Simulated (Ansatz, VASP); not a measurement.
# Cross-check of TiO2 between VASP and Ansatz, part 2 of 2

Wanted: the spread between two codes on one cell, functional and k mesh. The cell is taken from a series of runs on this material, whose earlier steps may have relaxed, scaled, displaced or heated it; both programs get it as it stands.

VASP 6.6.1 and Ansatz 0.2.0.

So far. Step 2 (VASP: single point, HSE06): The run ends at a pressure of -8.32 GPa, with forces up to 0.37 eV/Å.

**3. Ansatz: single point, HSE06**

Level of this step: Ansatz beside VASP: Kohn-Sham DFT, plane waves, HSE06 (Ansatz).

Ansatz runs on its PAW soft_1 files.

The same cell, functional and mesh now go to Ansatz, which takes its cutoff from its data sets.

The input, input.yaml:

```yaml
crystal:
  lattice:
    - [2.706034, -2.706655, 0.0]
    - [2.706034, 2.706655, 0.0]
    - [-2.633531, 0.0, 4.796637]
  atoms:
    - { symbol: Ti, position: [0.13411, 0.86589, 0.25] }
    - { symbol: Ti, position: [0.86589, 0.13411, 0.75] }
    - { symbol: O, position: [0.331221, 0.088755, 0.667149] }
    - { symbol: O, position: [0.668779, 0.911245, 0.332851] }
    - { symbol: O, position: [0.911245, 0.668779, 0.832851] }
    - { symbol: O, position: [0.088755, 0.331221, 0.167149] }
kpoints:
  mp_grid: { grid: [4, 4, 4] }
  band_path:
    path:
      - [0.0, 0.0, 0.0]
      - [0.0, 0.0, 0.5]
      - [-0.42056841, 0.42056841, 0.5]
      - [-0.57943159, -0.42056841, 0.5]
      - [-0.5, -0.5, 0.5]
      - [-0.5, 0.5, 0.0]
      - [-0.5, 0.0, 0.5]
      - [-0.5, 0.0, 0.0]
      - [-0.45, 0.45, 0.0]
      - [0.0, 0.0, 0.25]
    npoints: 1
hamiltonian:
  xc: hse06
  pseudopotentials: { kind: paw, azcp: { folder: soft_1 } }
scf:
  occupations: { method: fixed }
  n_extra_bands: 6
output:
  eigenvalues: true
  write_density: true
  write_potential: true
  elf: true
  volumetric_format: npy
```

Command:

```
> ansatz run input.yaml --threads 3 --pin off --max-ram 92160MiB --backend cuda --events-out ev --progress --plain --runs-dir out --devices 1 --max-vram 13GiB
```

Numbers of over 12 decimals in the logs are rounded to 6 here.

The log of the run:

```text
scf.n_extra_bands = 6 over 24 filled bands (N_el = 48.0): the run solves 30 bands
GPUs: using 1 of 1 available (devices: 1).
Engine: ansatz 0.2.0, x86_64-unknown-linux-gnu
Pseudopotentials: kind: paw
Pseudopotential: Ti, paw, valence charge 12, recommended cutoff 420 eV (normal), soft_1/Ti.paw.azcp
Pseudopotential: O, paw, valence charge 6, recommended cutoff 420 eV (normal), soft_1/O.paw.azcp
Functional definition: HSE06
  parameter a = 0.25
  parameter omega = 0.11/bohr
  exchange = pbe_x - a*pbe_x_sr(omega) + a*exact_x_sr(omega)
  correlation = pbe_c
davidson cushion auto → on  (no smearing: the cushion is to keep the highest requested band from converging to the state above it; pin scf.eigensolver.cushion to override)
device memory: the entry about to start is reckoned to put 0.9 GiB on a device that reports 52.3 GiB free (of which the cap on the GPU budget leaves the run 13.0 GiB)
GPU FFT provider: cuFFT
GPU libraries: cuBLAS 13.8.2, cuFFT 12.4.0, cuSOLVER 12.3.4
Crystal: 6 atoms, lattice volume = 70.264 Å³
Basis set: ecut = 420 eV, 1363 PW (Γ)
Bands: 30, of which v1, the nominal top of the filled ones, is band 24 counted from 1 (23 counted from 0)
Symmetry: 4 space group operations
Space group: C2/c (ITA 15), of the structure as read, at distance tolerance 4.1e-5 Å
k-points: 24 of 64
Non-local potential: Ti, projectors of the file, l = 0: 3, l = 1: 2, l = 2: 3, l = 3: 1
Non-local potential: O, projectors of the file, l = 0: 2, l = 1: 2, l = 2: 1
PAW form: soft (Blöchl's): semilocal exchange-correlation on the pseudo side does not see the compensation charge
PAW frozen core: Ti, regenerated for the run's functional, and the local potential with it (the file was generated under x = pbe(κ = 0.804, μ = 0.219515), c = pbe(β = 0.066725))
PAW frozen core: O, regenerated for the run's functional, and the local potential with it (the file was generated under x = pbe(κ = 0.804, μ = 0.219515), c = pbe(β = 0.066725))
PAW one-centre angular grid: Ti, 590 points (default); XC on 64 Gauss nodes
PAW one-centre angular grid: O, 110 points (default); XC on 96 Gauss nodes
Initial density: superposition of atomic densities (chi_scale 0.1, normalization cell, long waves kept (reshape's long-wave potential 0.00 eV rms))
Initial wavefunctions: pseudopotential atomic-orbital guess
GPU buffer pool allocated for 29160 grid points (all kernels)
GPU transforms: local potential and band sums: pruned to the plane-wave sphere, on 25×25×40
Functional: x = pbe(κ = 0.804, μ = 0.219515), c = pbe(β = 0.066725), warm-up for x = pbe(κ = 0.804, μ = 0.219515) + 0.25 (exact − pbe) at short range (hse, ω = 0.207870 Å⁻¹), c = pbe(β = 0.066725); HSE06 as pw.x's `hse` composes it (authors' and Libxc's form: `xc: wpbeh`)
SCF iter   1: F=—  HF=-7277.728271 eV  |F-HF|=—  |Δ(HF+E_count)|=         —  Δρ=5.90e-2  dr2=2.67e0  ethr=1.00e-1  ⟨swp⟩=3.3  Hψ=2120  notcnv=0
preconditioner: auto → none  [insulator: Δε(μ)=2.273 eV  Ē_g=9.622 eV  n_scr=18 (ndim 8)  ℏωp=25.1 eV  f_vac=0.000]
SCF iter   2: F=—  HF=-7277.740621 eV  |F-HF|=—  |Δ(HF+E_count)|=   1.24e-2  Δρ=6.09e-2  dr2=2.11e0  ethr=5.56e-3  ⟨swp⟩=3.5  Hψ=2094  notcnv=0
SCF iter   3: F=—  HF=-7277.596738 eV  |F-HF|=—  |Δ(HF+E_count)|=   1.44e-1  Δρ=3.49e-2  dr2=9.42e-1  ethr=4.39e-3  ⟨swp⟩=3.2  Hψ=1781  notcnv=0
SCF iter   4: F=—  HF=-7277.521431 eV  |F-HF|=—  |Δ(HF+E_count)|=   7.53e-2  Δρ=1.83e-2  dr2=2.63e-1  ethr=1.96e-3  ⟨swp⟩=2.0  Hψ=1584  notcnv=0
iter 5 solved again at ethr=1.91e-5 eV; its pass at ethr=5.48e-4 eV (dr2=9.15e-3 eV) is discarded
SCF iter   5: F=—  HF=-7277.502222 eV  |F-HF|=—  |Δ(HF+E_count)|=   1.92e-2  Δρ=3.58e-3  dr2=9.13e-3  ethr=1.91e-5  ⟨swp⟩=2.2  Hψ=3320  notcnv=0
SCF iter   6: F=-7277.502477 eV  HF=-7277.502512 eV  |F-HF|=3.50e-5  |Δ(HF+E_count)|=   2.90e-4  Δρ=5.69e-4  dr2=2.11e-4  ethr=1.90e-5  ⟨swp⟩=2.7  Hψ=1613  notcnv=0
SCF 1 stopped early in 6 iterations: F = -7277.502477 eV  dr2 = 2.11e-4
  greatest PAW one-centre occupation: 0.999 electrons in one spin orbital (limit 2), on the Ti atom at site 1 (counted from 0), in its partial waves of l = 0
device memory: the entry about to start is reckoned to put 1.4 GiB (of the 1.5 GiB reckoned in all, the device holds 0.1 GiB already) on a device that reports 56.2 GiB free (of which the cap on the GPU budget leaves the run 12.9 GiB)
GPU FFT provider: cuFFT
GPU libraries: cuBLAS 13.8.2, cuFFT 12.4.0, cuSOLVER 12.3.4
Initial density: handed on by an earlier stage of this run
Initial wavefunctions: those handed on with the density
GPU buffer pool allocated for 29160 grid points (all kernels)
GPU transforms: local potential and band sums: pruned to the plane-wave sphere, on 25×25×40
Functional: x = pbe(κ = 0.804, μ = 0.219515) + 0.25 (exact − pbe) at short range (hse, ω = 0.207870 Å⁻¹), c = pbe(β = 0.066725); HSE06 as pw.x's `hse` composes it (authors' and Libxc's form: `xc: wpbeh`)
Exchange kernel: α = 0.2500, screened, ω = 0.2079 Å⁻¹, Wigner–Seitz truncation, v(0) = 1035.3012 eV·Å³, q-mesh 4×4×4, nearest image of the exchange supercell L = 15.31 Å, pair-density grid 18×18×24, without the augmentation charges, whose exchange is taken in its separable form by FFT convolution over the k-point mesh (sized by the pseudopotential files, 24×24×36 at the most), smooth part of the exact exchange by density-matrix convolution in up to 2.18 GiB of GPU memory as planned if the GPU has room (build and FFT work areas not counted)
Frozen-core exchange: fock
SCF iter   1: F=—  HF=-7276.187455 eV  |F-HF|=—  |Δ(HF+E_count)|=         —  Δρ=3.42e-2  dr2=1.15e0  ethr=4.39e-6  ⟨swp⟩=7.0  Hψ=3942  notcnv=0
preconditioner: auto → none  [insulator: Δε(μ)=4.374 eV  Ē_g=12.421 eV  n_scr=18 (ndim 8)  ℏωp=25.1 eV  f_vac=0.105]
SCF iter   2: F=—  HF=-7275.892290 eV  |F-HF|=—  |Δ(HF+E_count)|=   2.95e-1  Δρ=9.29e-3  dr2=7.92e-2  ethr=4.39e-6  ⟨swp⟩=5.6  Hψ=3175  notcnv=0
SCF iter   3: F=—  HF=-7275.920778 eV  |F-HF|=—  |Δ(HF+E_count)|=   2.85e-2  Δρ=2.27e-3  dr2=4.83e-3  ethr=4.39e-6  ⟨swp⟩=5.0  Hψ=2952  notcnv=0
[...]
SCF iter   6: F=-7275.920872 eV  HF=-7275.920872 eV  |F-HF|=1.69e-7  |Δ(HF+E_count)|=   7.65e-6  Δρ=2.19e-5  dr2=2.93e-5  ethr=1.07e-7  ⟨swp⟩=3.6  Hψ=2011  notcnv=0
SCF 2 stopped early in 6 iterations: F = -7275.920872 eV  dr2 = 2.93e-5
hybrid outer 1: dexx = +5.442e-2 eV, tail = 2.40e-4 eV
GPU FFT provider: cuFFT
GPU libraries: cuBLAS 13.8.2, cuFFT 12.4.0, cuSOLVER 12.3.4
GPU buffer pool allocated for 29160 grid points (all kernels)
GPU transforms: local potential and band sums: pruned to the plane-wave sphere, on 25×25×40
Exchange kernel: α = 0.2500, screened, ω = 0.2079 Å⁻¹, Wigner–Seitz truncation, v(0) = 1035.3012 eV·Å³, q-mesh 4×4×4, nearest image of the exchange supercell L = 15.31 Å, pair-density grid 18×18×24, without the augmentation charges, whose exchange is taken in its separable form by FFT convolution over the k-point mesh (sized by the pseudopotential files, 24×24×36 at the most), smooth part of the exact exchange by density-matrix convolution in up to 2.18 GiB of GPU memory as planned if the GPU has room (build and FFT work areas not counted)
Frozen-core exchange: fock
SCF iter   1: F=—  HF=-7275.920219 eV  |F-HF|=—  |Δ(HF+E_count)|=         —  Δρ=5.49e-4  dr2=2.20e-4  ethr=2.50e-6  ⟨swp⟩=2.9  Hψ=1713  notcnv=0
preconditioner: auto → none  [insulator: Δε(μ)=3.533 eV  Ē_g=11.645 eV  n_scr=18 (ndim 8)  ℏωp=25.1 eV  f_vac=0.109]
iter 2 solved again at ethr=3.52e-8 eV; its pass at ethr=4.50e-7 eV (dr2=1.69e-5 eV) is discarded
SCF iter   2: F=—  HF=-7275.920172 eV  |F-HF|=—  |Δ(HF+E_count)|=   4.64e-5  Δρ=1.38e-4  dr2=2.02e-5  ethr=3.52e-8  ⟨swp⟩=3.0  Hψ=3273  notcnv=0
SCF iter   3: F=—  HF=-7275.920172 eV  |F-HF|=—  |Δ(HF+E_count)|=   3.82e-7  Δρ=1.34e-4  dr2=1.88e-5  ethr=3.35e-8  ⟨swp⟩=4.0  Hψ=2238  notcnv=0
SCF iter   4: F=—  HF=-7275.920170 eV  |F-HF|=—  |Δ(HF+E_count)|=   2.79e-6  Δρ=6.74e-5  dr2=4.95e-6  ethr=3.06e-8  ⟨swp⟩=2.0  Hψ=1584  notcnv=0
SCF iter   5: F=—  HF=-7275.920179 eV  |F-HF|=—  |Δ(HF+E_count)|=   8.92e-6  Δρ=4.14e-5  dr2=1.52e-6  ethr=7.68e-9  ⟨swp⟩=4.1  Hψ=2057  notcnv=0
SCF iter   6: F=—  HF=-7275.920178 eV  |F-HF|=—  |Δ(HF+E_count)|=   3.07e-7  Δρ=1.30e-5  dr2=2.77e-7  ethr=2.79e-9  ⟨swp⟩=2.0  Hψ=1584  notcnv=0
SCF iter   7: F=—  HF=-7275.920179 eV  |F-HF|=—  |Δ(HF+E_count)|=   1.01e-6  Δρ=3.20e-5  dr2=7.65e-7  ethr=2.71e-10  ⟨swp⟩=4.9  Hψ=2238  notcnv=0  defer=2
SCF iter   8: F=-7275.920179 eV  HF=-7275.920179 eV  |F-HF|=3.61e-9  |Δ(HF+E_count)|=   1.85e-7  Δρ=2.56e-6  dr2=6.55e-9  ethr=2.71e-10  ⟨swp⟩=4.0  Hψ=2254  notcnv=0
SCF 3 converged in 8 iterations: F = -7275.920179 eV  dr2 = 6.55e-9
hybrid outer 2: dexx = +1.152e-5 eV, tail = 7.81e-8 eV, Δε = 9.95e-3 eV (about 1.98e-4 eV left of the loop's levels)
device memory: the entry about to start is reckoned to put 0.4 GiB on a device that reports 55.8 GiB free (of which the cap on the GPU budget leaves the run 13.0 GiB)
NSCF: frozen V_eff on 10 k-points
hybrid SCF converged: 2 outer / 14 inner (+6 warm-up), last move |dexx| = 1.15e-5 eV, tail = 7.81e-8 eV
Stability not checked: this state was not tested for a lower state beside it, because the functional holds exact exchange (a hybrid, or Hartree-Fock), whose exchange loop this test does not read (fock_operator; see scf.lower_state_search)
Free energy (F): -7275.920178 eV
Frozen-core exchange: fock
Harris-Foulkes:  -7275.920178 eV  (|F-HF|=3.61e-9)
Internal energy: -7275.920178 eV  (E = F + TS)
E sigma→0 (E₀):  -7275.920178 eV
Fermi energy:    5.854067 eV
--- Per-component energies (eV) ---
  E_band       = -592.992799
  E_kinetic    = 1230.920120
  E_local      = -3696.329057  (includes V_loc(G=0)·N_el)
  E_nonlocal   = 311.364424
  E_hartree    = 1414.926976
  E_xc         = -417.655696
  E_vxc        = -524.016558  (∫ρ·V_xc dr)
  E_exx        = -156.615468  (= α·E_x^exact, valence–valence)
  E_paw        = -2672.010220  (= ΣΔE_a)
  E_vpaw       = -431.557196  (= ΣTr[D̂ρ^β])
  E_aug_tail   = 0.002921  (compensation charges beyond the density's cutoff)
  E_ewald      = -3290.073663
  E_core_change = -0.450515  (= ΣΔE_core)
  E_smearing   = -0.000000  (= −TS)
  E_closure    = -0.000000  (closes the sum)
  Σ components = -7275.920178   (vs F -7275.920178, Δ=0.00e0)
--- Band table (eV; the first three rows and the last of 24) ---
  k-point 0: bands = [... 20 lower, 5.0598, 5.0821, 5.3904, 5.3958, 9.3981, 10.2239, 11.3285, 11.3394, ... 2 higher]
  k-point 1: bands = [... 20 lower, 4.7193, 4.7334, 5.6176, 5.6201, 9.5116, 10.0948, 11.2397, 11.2529, ... 2 higher]
  k-point 2: bands = [... 20 lower, 4.4770, 4.4770, 5.7265, 5.7265, 9.7955, 9.7955, 11.2180, 11.2180, ... 2 higher]
  k-point 23: bands = [... 20 lower, 3.7014, 3.7014, 5.8272, 5.8272, 10.7331, 10.7331, 11.1996, 11.1996, ... 2 higher]
```

The column dr2 measures how far the density is from self-consistency, as an energy; F and HF (Harris–Foulkes) agree once it is small.

**4. Differences**

Known differences besides the potentials themselves: exact exchange at q = 0 is treated differently, which shows on coarse meshes; VASP keeps PBE cores, Ansatz makes them for the functional; fixed occupations in Ansatz, narrow Gaussian smearing in VASP; the cutoff is 420 eV in Ansatz and 520 eV in VASP; VASP takes a coarser grid for exact exchange (PRECFOCK = Fast). Total energies have different zeros and are not compared.

Compared:

```tsv
quantity	Ansatz	VASP	difference
gap on the k mesh (eV)	3.544	3.513	+0.031
```

A gap on the mesh is an upper bound, since the band edges may lie between its points.

**5. Results**

| Quantity | Value |
| --- | --- |
| difference in gap on the k mesh (single point, HSE06) | 0.031 eV |

**Reading.** The difference in gap on the k mesh is 0.031 eV (single point, HSE06), within the 0.08 eV picked in this series as the mark of a large difference. Such differences can come from data sets, numerical settings and the points named under the comparisons, not from the functional's error against experiment.

[Lines on the potential files, build, host, timing and source positions are cut from VASP's logs without a mark.]

[Logs are printed without paths, hosts, clocks, repeated set-up lines and the standing remarks that a program may print on its own settings, such as how far it seeks lower states.]

[Hosts, paths, dates, database ids (printed as entryN), source tags and the programs' standing remarks are cut or masked in the printed files.]
